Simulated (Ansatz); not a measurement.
# Si4C5: the cost of one run

Computed with Ansatz 0.2.0 (DFT PBE, scalar-relativistic, plane waves, PAW, unless a step's input says otherwise).

The COD entry's cell or inner coordinates are ideal or old and differ from later refinements, so a difference from it is no clean test against experiment.

7 further runs of the same task are left out: 1 that didn't finish, 6 set aside as unsound or not needed. Runs told in other sessions of the task aren't counted.

### 1 The system as given

It takes space group F-43m (No. 216, cubic). The conventional cell has a = 4.379 Å, b = 4.379 Å, c = 4.379 Å, α = 90.00°, β = 90.00°, γ = 90.00°. Around Si (site symmetry -43m) lie 4 C at 1.90 Å. C (site symmetry -43m) has 4 Si at 1.90 Å in its first shell of neighbours.

Coordinates:

```cif
data_structure
_symmetry_space_group_name_H-M 'P 1'
_symmetry_Int_Tables_number 1
_cell_length_a 3.0967
_cell_length_b 3.0967
_cell_length_c 3.0967
_cell_angle_alpha 60.000
_cell_angle_beta 60.000
_cell_angle_gamma 60.000
_cell_volume 21.00
loop_
_atom_site_label
_atom_site_type_symbol
_atom_site_fract_x
_atom_site_fract_y
_atom_site_fract_z
_atom_site_occupancy
Si1 Si 0.00000 0.00000 0.00000 1
C1 C 0.75000 0.75000 0.75000 1
```

This cell was relaxed beforehand with the same method: volume 10.50 Å³/atom, gap on the mesh 1.37 eV.

### 3 Plan of the scan

Atoms count from 1 in the order of the input.

C is moved along a line over the surface and along the normal, above a rigid substrate.

The axes are (1) position of C9 along the diagonal of the surface cell, from above C8: 8 values from 0.00 to 4.69 Å, periodic; (2) height of C9 above the plane of C8: 8 values from −0.30 to 3.27 Å.

Nothing else is relaxed. Points are written as (first, second).

(The set-up runs are not shown.)

### 4 Grid point (0.00 Å, 1.18 Å)

input.yaml

```yaml
crystal:
  lattice:
    - [3.0967389913, 0.0, 0.0]
    - [0.0, 4.3794502806, 0.0]
    - [0.0, 0.0, 21.633207668]
  atoms:
    - { symbol: Si, position: [0.5, 0.5, 0.18490092] }
    - { symbol: C, position: [0.0, 0.25, 0.18490092] }
    - { symbol: Si, position: [0.0, 0.0, 0.2564746561] }
    - { symbol: C, position: [0.5, 0.75, 0.2564746561] }
    - { symbol: Si, position: [0.5, 0.4971399428, 0.3308417698] }
    - { symbol: C, position: [0.0, 0.2559422956, 0.3296079144] }
    - { symbol: Si, position: [0.0, 0.9498901322, 0.3879886411] }
    - { symbol: C, position: [0.5, 0.754737722, 0.3990720101] }
    - { symbol: C, position: [0.5, 0.754737722, 0.4536177815], spin: 2.0 }
basis:
  ecutwfc: 420
kpoints:
  mp_grid: { grid: [9, 6, 1] }
hamiltonian:
  xc: pbe
  pseudopotentials: { kind: paw, azcp: { folder: soft_1 } }
scf:
  occupations: { method: gaussian, width: 0.05 }
output:
  forces: true
  eigenvalues: true
  populations: true
magnetization:
  spin_polarized: true
efield:
  axis: 3
  dipole_correction: true
  ramp_width: 0.04
```

Started as:

```console
$ ansatz run input.yaml --threads 1 --pin off --max-ram 3072MiB --backend cpu --events-out ev --progress --plain --runs-dir out
```

What time and memory should one allow on 1 thread of Arm Neoverse V1, shared host?

About 78 s, with a peak of 0.56 GiB.
